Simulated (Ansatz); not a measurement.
Computed with Ansatz on PBE0-D4/def2-TZVP structures; ΔE is electronic, products minus reactants. CCSD(T)/CBS adds triple-zeta CCSD(T) − MP2 to the extrapolated MP2 energy (def2 sets, frozen cores). Functionals use def2-TZVPP. Elements past krypton have def2 core potentials. For Te outer-core shells are correlated without core-valence functions, which leaves a few kJ/mol of doubt a bond. Each species was taken in one conformer, which may not be the lowest.

Consider the substitution at a C–O bond: `CC(=O)OC(C)=O` + `[SiH3][TeH]` → `CC(=O)[Te][SiH3]` + `CC(=O)O`.

`CC(=O)OC(C)=O`:

Z-matrix (Å, degrees):
```
C
C 1 1.492
H 1 1.093 2 109.0
H 1 1.091 2 110.3 3 117.6
H 1 1.087 2 109.7 3 -120.4
O 2 1.188 1 126.9 3 114.0
O 2 1.383 1 110.1 3 -68.6
C 7 1.383 2 120.4 1 151.3
C 8 1.492 7 110.1 2 151.3
O 8 1.188 7 122.9 2 -31.2
H 9 1.087 8 109.7 7 171.0
H 9 1.093 8 109.0 7 -68.6
H 9 1.091 8 110.3 7 49.0
```

`[SiH3][TeH]`:

Z-matrix (Å, degrees):
```
Si
Te 1 2.494
H 1 1.484 2 111.4
H 1 1.484 2 111.4 3 122.4
H 1 1.484 2 104.9 3 -118.8
H 2 1.658 1 91.7 3 -60.9
```

`CC(=O)[Te][SiH3]`:

```xyz
11

C     0.211   -0.099   -1.502
C     0.179    1.334   -1.072
O     0.301    2.269   -1.797
Te   -0.114    1.726    1.062
Si   -0.280   -0.621    1.884
H     1.018   -0.622   -0.983
H     0.362   -0.153   -2.581
H    -0.729   -0.586   -1.230
H    -0.485   -0.526    3.351
H     0.962   -1.387    1.601
H    -1.426   -1.336    1.265
```

`CC(=O)O`:

Z-matrix (Å, degrees):
```
C
C 1 1.495
H 1 1.092 2 109.8
H 1 1.092 2 109.8 3 117.7
H 1 1.087 2 109.6 3 -121.2
O 2 1.200 1 126.0 3 121.1
O 2 1.346 1 111.6 3 -58.9
H 7 0.968 2 106.4 1 180.0
```

**Question.** Is it downhill or uphill in electronic energy at CCSD(T)/CBS, and by how much? (Best estimate.)

**Answer.** Computed: Downhill: ΔE = -5.0 kcal/mol.

**Question.** What do these levels give: PBE-D4, ωB97M-V, B2PLYP, HF/def2-TZVPP, SCS-MP2/def2-TZVPP, CCSD(T)/def2-TZVPP? (An estimate is asked.)

**Answer.** The calculation gave: PBE-D4 -7.3, ωB97M-V -2.1, B2PLYP -3.8, HF/def2-TZVPP 3.9, SCS-MP2/def2-TZVPP -3.6, CCSD(T)/def2-TZVPP -3.1 kcal/mol.

Largest T1 diagnostic among the species: 0.015.

From PBE to PBE0 (25 % exact exchange), in def2-TZVPP and without D4, ΔE moves by +2.6 kcal/mol. The D4 term adds −1.6 kcal/mol with B3LYP and −0.8 kcal/mol with PBE0; it sums over pairs of atoms, weighted by their polarisabilities, and B3LYP, whose exchange is more repulsive, gets the larger term.

B3LYP here is the variant with VWN-RPA as its local correlation; programs differ in this.
